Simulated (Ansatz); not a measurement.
Reaction (formal exchange of groups at a C–C bond): `CC1=CCC=C1` + `[SiH3]S[SiH2]Cl` → `C[SiH2]S[SiH2]Cl` + `C1=CCC=C1`

Calculated with Ansatz (gas phase, PBE0-D4/def2-TZVP geometries, no zero-point term in ΔE). CBS: MP2 limit from def2 TZ/QZ plus the TZ coupled-cluster correction, frozen cores. Functionals use def2-TZVPP. B3LYP here is the variant with VWN-RPA as its local correlation; programs differ in this. One conformer a species, not always the lowest.

`CC1=CCC=C1`:

```xyz
14

C    -0.874    0.386   -1.853
C    -0.249    0.124   -0.529
C     0.165    1.021    0.383
C     0.730    0.314    1.568
C     0.582   -1.128    1.208
C     0.016   -1.219   -0.004
H    -0.972    1.456   -2.042
H    -1.869   -0.063   -1.915
H    -0.279   -0.049   -2.662
H     0.106    2.098    0.290
H     0.192    0.560    2.494
H     1.779    0.582    1.751
H     0.891   -1.947    1.843
H    -0.218   -2.135   -0.532
```

`[SiH3]S[SiH2]Cl`:

Z-matrix (Å, degrees):
```
Si
S 1 2.147
H 1 1.485 2 109.5
H 1 1.482 2 106.2 3 119.3
H 1 1.482 2 110.9 3 -121.2
Si 2 2.118 1 98.1 3 35.5
Cl 6 2.056 2 112.0 1 59.0
H 6 1.479 2 111.2 1 -59.9
H 6 1.478 2 106.7 1 177.7
```

`C[SiH2]S[SiH2]Cl`:

```xyz
12

C     1.937    0.551   -0.210
Si    0.186    0.929   -0.712
S    -1.141    0.928    0.981
Si   -1.730   -1.093    0.722
Cl   -2.662   -1.712    2.439
H     2.296    1.288    0.512
H     2.596    0.570   -1.082
H     2.001   -0.437    0.250
H     0.075    2.274   -1.330
H    -0.316   -0.090   -1.678
H    -2.692   -1.244   -0.392
H    -0.550   -1.964    0.500
```

`C1=CCC=C1`:

```xyz
11

C     1.209   -0.474    0.067
C     0.855    0.771   -0.288
C    -0.631    0.890   -0.230
C    -1.071   -0.466    0.210
C     0.009   -1.245    0.378
H     2.219   -0.860    0.120
H     1.518    1.576   -0.575
H    -1.059    1.165   -1.204
H    -0.953    1.673    0.469
H    -2.104   -0.750    0.361
H     0.007   -2.280    0.692
```

```csv
level,ΔE (kJ/mol),difference from CCSD(T)/CBS
PBE-D4,-28.7,2.1
PBE0-D4,-29.0,1.8
B3LYP-D4,-27.1,3.7
ωB97X-V,-28.0,2.8
ωB97M-V,-31.3,-0.5
B2PLYP,-29.0,1.8
r2SCAN,-31.7,-0.9
PBE0,-29.7,1.1
B3LYP,-28.4,2.4
HF/def2-TZVPP,-24.7,6.1
SCS-MP2/def2-TZVPP,-26.7,4.1
CCSD(T)/def2-TZVPP,-28.5,2.3
HF/def2-QZVPP,-24.9,5.9
MP2/def2-QZVPP,-30.5,0.3
SCS-MP2/def2-QZVPP,-28.2,2.6
MP2/CBS(def2),-31.4,-0.6
CCSD(T)/CBS,-30.8,0
```

Largest T1 diagnostic among the species: 0.011.

In def2-TZVPP, CCSD(T) changes the Hartree–Fock value by −3.8 kJ/mol (the triples alone add −0.3 kJ/mol) and MP2 by −4.4 kJ/mol.

CCSD(T)/CBS has its own doubt, a few kJ/mol and more with outer-core shells, so smaller differences from it don't rank the levels.
